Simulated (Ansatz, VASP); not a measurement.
One calculation of CsPbCl3, two programs

File INCAR:

```
  PREC = Accurate
  ENCUT = 600
  EDIFF = 1E-6
  ISMEAR = -1
  SIGMA = 0.05
  LREAL = False
  LASPH = True
  NELM = 80
  ALGO = Normal
  ISIF = 3
  LWAVE = False
  LCHARG = False
  GGA = RP
  IVDW = 13
  IBRION = 2
  NSW = 60
  EDIFFG = -0.01
```

KPOINTS

```
Automatic mesh
0
Gamma
  5 5 5
```

Contents of POSCAR:

```
CsPbCl3
1.0
    5.6050000000      0.0000000000      0.0000000000
    0.0000000000      5.6050000000      0.0000000000
    0.0000000000      0.0000000000      5.6050000000
Pb Cs Cl
1 1 3
Direct
    0.5000000000      0.5000000000      0.5000000000
    0.0000000000      0.0000000000      0.0000000000
    0.5000000000      0.0000000000      0.5000000000
    0.0000000000      0.5000000000      0.5000000000
    0.5000000000      0.5000000000      0.0000000000
```

input.yaml

```yaml
crystal:
  lattice:
    - [5.605, 0.0, 0.0]
    - [0.0, 5.605, 0.0]
    - [0.0, 0.0, 5.605]
  atoms:
    - { symbol: Pb, position: [0.5, 0.5, 0.5] }
    - { symbol: Cs, position: [0.0, 0.0, 0.0] }
    - { symbol: Cl, position: [0.5, 0.0, 0.5] }
    - { symbol: Cl, position: [0.0, 0.5, 0.5] }
    - { symbol: Cl, position: [0.5, 0.5, 0.0] }
hamiltonian:
  xc: rpbe
  pseudopotentials: { kind: paw }
  dispersion: d4
kpoints:
  mp_grid: { grid: [5, 5, 5] }
scf:
  occupations: { method: fermi_dirac, width: 0.05 }
output:
  forces: true
  stress: true
relax:
  f_tol: 0.01
  max_steps: 40
  cell: { stress_tol: 0.05 }
```

Alike in both runs: task relaxation of cell and atoms; functional RPBE; dispersion D4; k mesh 5 × 5 × 5; occupations fermi-dirac, width 0.05 eV; no spin polarisation.

```csv
,VASP,Ansatz
version,VASP 6.6.1,Ansatz 0.2.0
potentials or method,"VASP PAW PBE potentials, release 64 (Pb_d, Cs_sv, Cl)",Ansatz PAW
plane-wave cutoff (eV),600,420
valence electrons in the cell,44,44
```

VASP gave:

* relaxed volume (Å³/atom): 37.75
* relaxed cell length with the largest relative difference (Å): 5.736
* energy change over the relaxation (meV/atom): -13

Problem. Which values does Ansatz return?

Solution. Relaxed volume (Å³/atom): 37.76; relaxed cell length with the largest relative difference (Å): 5.737; energy change over the relaxation (meV/atom): -13.

Caveats: spin-orbit coupling is left out, which as a rule narrows the gap of such compounds by several tenths of an eV; the PAW data sets were made with another functional, which shifts forces and pressure a little (VASP); an odd mesh through Γ misses points on the zone boundary, where band edges often lie (VASP); odd divisions of the mesh miss points on the zone boundary, where band edges often lie, so the gap on the mesh can be too wide (Ansatz); the plane-wave basis is chosen anew once the cell has moved, so the energies of steps on either side of that aren't comparable (Ansatz); the PAW data sets come from PBE, with cores solved anew for the run's functional, which leaves a small shift of forces and pressure (Ansatz). Zero-point motion and thermal expansion aren't in these numbers. As with any semilocal functional, this RPBE gap is likely too small.
